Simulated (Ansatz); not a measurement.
# Os (fcc type): how the settings move a single-point run

Question: which choices in the input matter for Os (fcc type)?

Program: Ansatz 0.2.0. Level of theory: reference: DFT, LDA, all-electron LAPW, scalar-relativistic. These are calculated values, not measurements.

1 further run of the same task is left out (set aside as unsound or not needed). Runs told in other sessions of the task aren't counted.

**1. The system as given**

The structure is cubic, space group Fm-3m (No. 225). The conventional cell has a = 3.470 Å, b = 3.470 Å, c = 3.470 Å, α = 90.00°, β = 90.00°, γ = 90.00°. Os (site symmetry m-3m) is surrounded by 12 Os at 2.45 Å.

Structure file:

```cif
data_structure
_symmetry_space_group_name_H-M 'P 1'
_symmetry_Int_Tables_number 1
_cell_length_a 2.4538
_cell_length_b 2.4538
_cell_length_c 2.4538
_cell_angle_alpha 60.000
_cell_angle_beta 60.000
_cell_angle_gamma 60.000
_cell_volume 10.45
loop_
_atom_site_label
_atom_site_type_symbol
_atom_site_fract_x
_atom_site_fract_y
_atom_site_fract_z
_atom_site_occupancy
Os1 Os 0.00000 0.00000 0.00000 1
```

**2. Baseline**

Contents of input.yaml:

```yaml
crystal:
  lattice:
    - [0.0, 1.7350976188, 1.7350976188]
    - [1.7350976188, 0.0, 1.7350976188]
    - [1.7350976188, 1.7350976188, 0.0]
  atoms:
    - { symbol: Os, position: [0.0, 0.0, 0.0] }
kpoints:
  mp_grid: { grid: [19, 19, 19] }
scf:
  occupations: { method: fermi_dirac, width: 0.08 }
hamiltonian:
  xc: lda
  pseudopotentials: { kind: all_electron, lapw: { basis_error: 0.001 } }
output:
  forces: true
  stress: true
  eigenvalues: true
  populations: true
```

Command:

```sh
$ ansatz run input.yaml --threads 1 --pin off --max-ram 2048MiB --backend cpu --events-out ev --progress --plain --runs-dir out
```

From the output:

```text
[...]
Basis set: ecut = 368.2963662948551 eV, 169 PW (Γ), exchange–correlation at level 2
[...]
k-points: 220 of 6859
[...]
SCF iter   1: F=—  HF=-469158.186970 eV  |F-HF|=—  |Δ(HF+E_count)|=         —  Δρ=2.54e-2  dr2=2.23e-2  ethr=4.79e-5  ⟨swp⟩=3.0  Hψ=39361  notcnv=0
preconditioner: auto → none  [metal: Δε(μ)=0.067 eV  Ē_g=46.991 eV  σ=0.080 eV  W_gap=0.20  n_scr=8 (ndim 8)  ℏωp=60.8 eV  f_vac=0.000  D(μ)=0.37/eV (n_scr^D=0)  sad-step TF]
SCF iter   2: F=—  HF=-469158.099870 eV  |F-HF|=—  |Δ(HF+E_count)|=   8.71e-2  Δρ=1.16e-2  dr2=6.12e-3  ethr=4.79e-5  ⟨swp⟩=2.3  Hψ=18434  notcnv=0
[...]
SCF iter   5: F=—  HF=-469158.093455 eV  |F-HF|=—  |Δ(HF+E_count)|=   9.86e-6  Δρ=7.17e-5  dr2=2.73e-7  ethr=2.05e-7  ⟨swp⟩=2.0  Hψ=17890  notcnv=0
SCF iter   6: F=-469158.093455 eV  HF=-469158.093455 eV  |F-HF|=1.16e-10  |Δ(HF+E_count)|=   3.32e-9  Δρ=2.58e-6  dr2=2.25e-10  ethr=5.93e-10  ⟨swp⟩=2.7  Hψ=18157  notcnv=0
[...]
SCF converged after 6 iterations
Free energy (F): -469158.093455 eV
[...]
E sigma→0 (E₀):  -469158.088904 eV
[...]
Fermi energy:    44.947494 eV
[...]
  P = ⅓ Tr σ = 226.3363 GPa (2263.363 kbar)
[...]
```

It took 33 s on 1 thread of Arm Neoverse V1, shared host; peak memory 0.47 GiB.

**3. Changed: hubbard.sites [{species: Os, l: d, u_eff: 5.0}], hubbard.double_counting fll**

Edit input.yaml of step 2 so:

```diff
@@ -14,2 +14,3 @@
   pseudopotentials: { kind: all_electron, lapw: { basis_error: 0.001 } }
+  hubbard: { sites: [{ species: Os, l: d, u_eff: 5.0 }], double_counting: fll }
 output:
```

Command:

```sh
$ ansatz run input.yaml --threads 1 --pin off --max-ram 2048MiB --backend cpu --events-out ev --progress --plain --runs-dir out
```

The program printed:

```text
Os: projections on atomic orbitals take those of the free atom 1s2 2s2 2p6 3s2 3p6 3d10 4s2 4p6 4d10 4f14 5s2 5p6 5d6 6s2, of charge +0.00 (hamiltonian.pseudopotentials.projection_atoms)
LAPW: plane waves up to 9.832 Å⁻¹, error target 1.0e-3 eV per atom; small_component_spin mean_spin; Os in spheres of 1.227 Å, 46 of its electrons in bands, Dirac shells []
Engine: ansatz 0.2.0
Pseudopotentials: kind: all_electron
Pseudopotential: Os, LAPW, valence charge 46, Koelling and Harmon's equation, gaussian nucleus
Functional definition: SPW92
  exchange = slater_x
  correlation = pw_c
Crystal: 1 atoms, lattice volume = 10.447 Å³
Basis set: ecut = 368.2963662948551 eV, 169 PW (Γ), exchange–correlation at level 2
Bands: 28, of which v1, the nominal top of the filled ones, is band 23 counted from 1 (22 counted from 0)
Symmetry: 48 space group operations
Space group: Fm-3m (ITA 225), of the structure as read, at distance tolerance 2.2e-5 Å
k-points: 220 of 6859
Non-local potential: Os, projectors of the file, none
Initial density: superposition of atomic densities (chi_scale 0.1, normalization cell)
Initial wavefunctions: plane waves of lowest kinetic energy (no species holds an atomic orbital)
Functional: x = slater, c = lda
iter 1 solved again at ethr=3.89e-5 eV; its pass at ethr=1.00e-1 eV (dr2=1.79e-2 eV) is discarded
SCF iter   1: F=—  HF=-469152.702380 eV  |F-HF|=—  |Δ(HF+E_count)|=         —  Δρ=2.30e-2  dr2=1.81e-2  ethr=3.89e-5  ⟨swp⟩=3.1  Hψ=39509  notcnv=0
preconditioner: auto → none  [metal: Δε(μ)=0.050 eV  Ē_g=46.968 eV  σ=0.080 eV  W_gap=0.15  n_scr=8 (ndim 8)  ℏωp=60.8 eV  f_vac=0.000  D(μ)=0.41/eV (n_scr^D=0)  sad-step TF]
SCF iter   2: F=—  HF=-469152.849455 eV  |F-HF|=—  |Δ(HF+E_count)|=   1.47e-1  Δρ=9.77e-3  dr2=4.68e-3  ethr=3.89e-5  ⟨swp⟩=2.2  Hψ=18311  notcnv=0
iter 3 solved again at ethr=9.17e-7 eV; its pass at ethr=1.02e-5 eV (dr2=4.22e-4 eV) is discarded
SCF iter   3: F=—  HF=-469152.929789 eV  |F-HF|=—  |Δ(HF+E_count)|=   8.03e-2  Δρ=3.00e-3  dr2=4.22e-4  ethr=9.17e-7  ⟨swp⟩=2.0  Hψ=31213  notcnv=0
SCF iter   4: F=—  HF=-469152.932190 eV  |F-HF|=—  |Δ(HF+E_count)|=   2.40e-3  Δρ=6.64e-4  dr2=2.04e-5  ethr=9.17e-7  ⟨swp⟩=3.0  Hψ=18514  notcnv=0
SCF iter   5: F=—  HF=-469152.932325 eV  |F-HF|=—  |Δ(HF+E_count)|=   1.35e-4  Δρ=2.40e-4  dr2=2.44e-6  ethr=4.44e-8  ⟨swp⟩=3.0  Hψ=18658  notcnv=0
SCF iter   6: F=—  HF=-469152.932363 eV  |F-HF|=—  |Δ(HF+E_count)|=   3.74e-5  Δρ=2.46e-5  dr2=2.29e-8  ethr=5.31e-9  ⟨swp⟩=3.0  Hψ=18824  notcnv=0
SCF iter   7: F=-469152.932363 eV  HF=-469152.932363 eV  |F-HF|=1.75e-10  |Δ(HF+E_count)|=   4.51e-7  Δρ=1.74e-6  dr2=1.63e-10  ethr=4.97e-11  ⟨swp⟩=3.0  Hψ=18826  notcnv=0
SCF 1 converged in 7 iterations: F = -469152.932363 eV  dr2 = 1.63e-10
SCF converged after 7 iterations
Free energy (F): -469152.932363 eV
Harris-Foulkes:  -469152.932363 eV  (|F-HF|=1.75e-10)
Internal energy: -469152.923668 eV  (E = F + TS)
E sigma→0 (E₀):  -469152.928016 eV
Entropy (-TS):   -0.008695 eV (-8.695 meV/atom)
Fermi energy:    44.011513 eV
--- Per-component energies (eV) ---
  E_band       = -4550.966471
  E_kinetic    = 528913.869447
  E_xc         = -8999.811503
  E_hubbard    = 5.121256  (on-site DFT+U / exact-exchange correction)
  E_vhub       = -7.543136  (the Hubbard potential's part of the band-sum identity)
  E_electrostatic = -989072.102867  (all electrons and nuclei)
  E_smearing   = -0.008695  (= −TS)
  E_closure    = 0.000000  (closes the sum)
  E_atoms      = -469147.563741  (free atoms, spherical and without spin; not in F)
  Σ components = -469152.932363   (vs F -469152.932363, Δ=0.00e0)
  Basis errors (estimates in eV, not in F): energy 2.4e-4 per atom: plane waves 2.0e-4 (1.0e-4 summed), levels above the bands 7.8e-116, relativity 1.9e-8, radial functions 3.8e-5, core shells 2.1e-7; eigenvalues (radial functions only) 5.5e-6; not estimated: angular momenta, meshes, grids; target (lapw.basis_error) 1.0e-3; muffin-tin radii Os 1.227 Å
--- Forces (eV/Å), atoms counted from 1 ---
  atom   1  Os     0.00000000    -0.00000000    -0.00000000
  max |Σ_I F_I| component: 4.93e-31 eV/Å
--- Stress (GPa, compression-positive) ---
      216.880787       0.000000       0.000000
        0.000000     216.880787       0.000000
        0.000000       0.000000     216.880787
  P = ⅓ Tr σ = 216.8808 GPa (2168.808 kbar)
--- Band table (eV; the first three rows and the last of 220) ---
  k-point 0: bands = ["-419.8292", "-419.8292", "-419.8292", "-221.9476", "-221.9476", "-221.9476", "-221.9254", "-221.9254", "-42.0942", "-2.0626", "-2.0101", "-2.0101", "-2.0101", "-1.9698", "-1.9698", "-1.9698", "-0.2478", "-0.2478", "-0.2478", "31.5528", "39.3412", "39.3412", "39.3412", "43.8986", "43.8986", "57.3781", "64.8486", "64.8486"]
  k-point 1: bands = ["-419.8292", "-419.8292", "-419.8292", "-221.9476", "-221.9476", "-221.9476", "-221.9254", "-221.9254", "-42.0845", "-2.0615", "-2.0103", "-2.0092", "-2.0092", "-1.9714", "-1.9714", "-1.9698", "-0.3349", "-0.2584", "-0.2584", "31.7437", "39.2158", "39.4298", "39.4298", "43.8129", "43.8129", "57.7382", "64.1614", "65.1866"]
  k-point 2: bands = ["-419.8292", "-419.8292", "-419.8292", "-221.9476", "-221.9476", "-221.9476", "-221.9254", "-221.9254", "-42.0568", "-2.0585", "-2.0106", "-2.0067", "-2.0067", "-1.9761", "-1.9761", "-1.9696", "-0.5826", "-0.2887", "-0.2887", "32.2774", "38.9119", "39.6638", "39.6638", "43.6141", "43.6141", "58.7149", "62.8279", "66.1672"]
  k-point 219: bands = ["-419.8294", "-419.8294", "-419.8294", "-221.9476", "-221.9476", "-221.9475", "-221.9254", "-221.9254", "-41.6128", "-2.2688", "-2.1926", "-2.0141", "-2.0096", "-2.0049", "-1.9962", "-1.9834", "-1.9403", "-1.9180", "-1.3305", "35.2217", "37.6589", "38.5547", "42.5233", "48.9194", "57.1740", "58.3320", "59.4927", "64.3995"]
Occupation matrices written to <dir>
--- Löwdin populations: 1 site ---
  site symbol       q [e]
     0     Os     75.8815
  spilling = 0.001560 (of n_electrons = 76.000000)
```

Wall time 49 s (1 thread of Arm Neoverse V1, shared host); peak memory 0.51 GiB.

Changing the Hubbard U and double counting of the Hubbard term moves the energy by +5.16 eV/atom, and the pressure goes from 226.3 to 216.9 GPa. The U term adds an energy of its own, so the shift says nothing about which run is better. Cost: 7 SCF cycles against 6, 49 s against 33 s.

**4. Changed: xc revpbe**

Edit input.yaml of step 2 so:

```diff
@@ -12,3 +12,3 @@
 hamiltonian:
-  xc: lda
+  xc: revpbe
   pseudopotentials: { kind: all_electron, lapw: { basis_error: 0.001 } }
```

Command:

```sh
$ ansatz run input.yaml --threads 1 --pin off --max-ram 2048MiB --backend cpu --events-out ev --progress --plain --runs-dir out
```

The program printed:

```text
Os: projections on atomic orbitals take those of the free atom 1s2 2s2 2p6 3s2 3p6 3d10 4s2 4p6 4d10 4f14 5s2 5p6 5d6 6s2, of charge +0.00 (hamiltonian.pseudopotentials.projection_atoms)
LAPW: plane waves up to 9.836 Å⁻¹, error target 1.0e-3 eV per atom; small_component_spin mean_spin; Os in spheres of 1.227 Å, 46 of its electrons in bands, Dirac shells []
[... 3 set-up lines as earlier in the session ...]
Functional definition: revPBE
  parameter kappa = 1.245
  parameter beta = 0.06672455060314922
  exchange = pbe_x(kappa = kappa, mu = beta*pi^2/3)
  correlation = pbe_c(beta = beta)
Crystal: 1 atoms, lattice volume = 10.447 Å³
Basis set: ecut = 368.60611496265255 eV, 169 PW (Γ), exchange–correlation at level 2
Bands: 28, of which v1, the nominal top of the filled ones, is band 23 counted from 1 (22 counted from 0)
[... 2 set-up lines as earlier in the session ...]
k-points: 220 of 6859
[... 3 set-up lines as earlier in the session ...]
Functional: x = revpbe(κ = 1.245, μ = 0.2195149727645171), c = pbe(β = 0.06672455060314922)
iter 1 solved again at ethr=5.26e-5 eV; its pass at ethr=1.00e-1 eV (dr2=2.42e-2 eV) is discarded
SCF iter   1: F=—  HF=-469432.833513 eV  |F-HF|=—  |Δ(HF+E_count)|=         —  Δρ=2.64e-2  dr2=2.44e-2  ethr=5.26e-5  ⟨swp⟩=3.0  Hψ=39293  notcnv=0
preconditioner: auto → none  [metal: Δε(μ)=0.063 eV  Ē_g=46.976 eV  σ=0.080 eV  W_gap=0.19  n_scr=8 (ndim 8)  ℏωp=60.8 eV  f_vac=0.000  D(μ)=0.37/eV (n_scr^D=0)  sad-step TF]
SCF iter   2: F=—  HF=-469432.761091 eV  |F-HF|=—  |Δ(HF+E_count)|=   7.24e-2  Δρ=1.25e-2  dr2=7.02e-3  ethr=5.26e-5  ⟨swp⟩=2.1  Hψ=18324  notcnv=0
SCF iter   3: F=—  HF=-469432.757599 eV  |F-HF|=—  |Δ(HF+E_count)|=   3.49e-3  Δρ=5.66e-3  dr2=1.42e-3  ethr=1.53e-5  ⟨swp⟩=2.0  Hψ=17889  notcnv=0
iter 4 solved again at ethr=2.25e-7 eV; its pass at ethr=3.09e-6 eV (dr2=1.03e-4 eV) is discarded
SCF iter   4: F=—  HF=-469432.757702 eV  |F-HF|=—  |Δ(HF+E_count)|=   1.03e-4  Δρ=1.46e-3  dr2=1.03e-4  ethr=2.25e-7  ⟨swp⟩=2.0  Hψ=30498  notcnv=0
SCF iter   5: F=—  HF=-469432.757746 eV  |F-HF|=—  |Δ(HF+E_count)|=   4.34e-5  Δρ=6.12e-5  dr2=1.92e-7  ethr=2.25e-7  ⟨swp⟩=2.0  Hψ=17889  notcnv=0
SCF iter   6: F=-469432.757746 eV  HF=-469432.757746 eV  |F-HF|=5.82e-11  |Δ(HF+E_count)|=   1.64e-7  Δρ=3.40e-6  dr2=4.39e-10  ethr=4.17e-10  ⟨swp⟩=3.0  Hψ=18637  notcnv=0
SCF 1 converged in 6 iterations: F = -469432.757746 eV  dr2 = 4.39e-10
SCF converged after 6 iterations
Free energy (F): -469432.757746 eV
Harris-Foulkes:  -469432.757746 eV  (|F-HF|=5.82e-11)
Internal energy: -469432.748820 eV  (E = F + TS)
E sigma→0 (E₀):  -469432.753283 eV
Entropy (-TS):   -0.008926 eV (-8.926 meV/atom)
Fermi energy:    45.369138 eV
--- Per-component energies (eV) ---
  E_band       = -4540.908866
  E_kinetic    = 529378.989099
  E_xc         = -9276.770169
  E_electrostatic = -989534.967750  (all electrons and nuclei)
  E_smearing   = -0.008926  (= −TS)
  E_closure    = 0.000000  (closes the sum)
  E_atoms      = -469424.776926  (free atoms, spherical and without spin; not in F)
  Σ components = -469432.757746   (vs F -469432.757746, Δ=0.00e0)
  Basis errors (estimates in eV, not in F): energy 2.3e-4 per atom: plane waves 2.0e-4 (1.0e-4 summed), levels above the bands 1.2e-110, relativity 2.2e-8, radial functions 2.6e-5, core shells 2.0e-7; eigenvalues (radial functions only) 4.8e-6; not estimated: angular momenta, meshes, grids; target (lapw.basis_error) 1.0e-3; muffin-tin radii Os 1.227 Å
--- Forces (eV/Å), atoms counted from 1 ---
  atom   1  Os    -0.00000000     0.00000000     0.00000000
  max |Σ_I F_I| component: 1.97e-31 eV/Å
--- Stress (GPa, compression-positive) ---
      260.121905       0.000000      -0.000000
        0.000000     260.121905       0.000000
       -0.000000       0.000000     260.121905
  P = ⅓ Tr σ = 260.1219 GPa (2601.219 kbar)
--- Band table (eV; the first three rows and the last of 220) ---
  k-point 0: bands = ["-420.6186", "-420.6186", "-420.6186", "-222.1395", "-222.1395", "-222.1395", "-222.1227", "-222.1227", "-41.8023", "-1.7635", "-1.7197", "-1.7197", "-1.7197", "-1.6759", "-1.6759", "-1.6759", "0.0079", "0.0079", "0.0079", "31.9680", "40.6940", "40.6940", "40.6940", "45.4221", "45.4221", "57.7345", "65.2503", "65.2503"]
  k-point 1: bands = ["-420.6186", "-420.6186", "-420.6186", "-222.1395", "-222.1395", "-222.1395", "-222.1227", "-222.1227", "-41.7927", "-1.7625", "-1.7199", "-1.7188", "-1.7188", "-1.6774", "-1.6774", "-1.6758", "-0.0777", "-0.0024", "-0.0024", "32.1585", "40.5657", "40.7821", "40.7821", "45.3358", "45.3358", "58.0956", "64.5530", "65.5879"]
  k-point 2: bands = ["-420.6186", "-420.6186", "-420.6186", "-222.1395", "-222.1395", "-222.1395", "-222.1227", "-222.1227", "-41.7647", "-1.7595", "-1.7203", "-1.7163", "-1.7163", "-1.6820", "-1.6820", "-1.6756", "-0.3215", "-0.0321", "-0.0321", "32.6972", "40.2483", "41.0162", "41.0162", "45.1343", "45.1343", "59.0740", "63.2069", "66.5670"]
  k-point 219: bands = ["-420.6186", "-420.6186", "-420.6186", "-222.1395", "-222.1395", "-222.1394", "-222.1227", "-222.1226", "-41.3177", "-1.9666", "-1.8926", "-1.7196", "-1.7131", "-1.7083", "-1.7027", "-1.6930", "-1.6511", "-1.6264", "-1.0364", "36.7230", "38.9597", "39.8466", "43.9557", "50.2197", "57.6569", "58.7068", "59.9391", "64.6709"]
--- Löwdin populations: 1 site ---
  site symbol       q [e]
     0     Os     75.8585
  spilling = 0.001862 (of n_electrons = 76.000000)
```

Run time: 35 s. Hardware: 1 thread of Arm Neoverse V1, shared host; peak memory 0.47 GiB.

Total energies don't compare across a change of functional; the pressure goes from 226.3 to 260.1 GPa. At this fixed cell a higher pressure means that this functional prefers a larger volume than the reference.

**5. All runs together**

```tsv
run	ending	energy change	pressure (GPa)	gap (eV)	force (eV/Å)	cycles	time
reference	converged	0	226.3	0.00	0.00	6	33 s
1: hubbard.sites [{species: Os, l: d, u_eff: 5.0}], hubbard.double_counting fll	converged	+5.16 eV/atom (Hubbard term changed: no physical gain or loss)	216.9	0.00	0.00	7	49 s
2: xc revpbe	converged	not comparable	260.1	0.00	0.00	6	35 s
```

Residual by cycle in the longest SCF loop of each run; runs are numbered as in the table. The quantity is the density residual dr2, in eV.

```tsv
cycle	reference	run 1	run 2
1	0.0223	0.0181	0.0244
2	0.00612	0.00468	0.00702
3	0.00125	4.2e-4	0.00142
4	9.4e-5	2.0e-5	1.0e-4
5	2.7e-7	2.4e-6	1.9e-7
6	2.2e-10	2.3e-8	4.4e-10
7	-	1.6e-10	-
```

A changed U is a change of model: its shifts are not errors of convergence. The structure is not at rest: the sound run finds 226 GPa, so these are no properties of the relaxed crystal. 
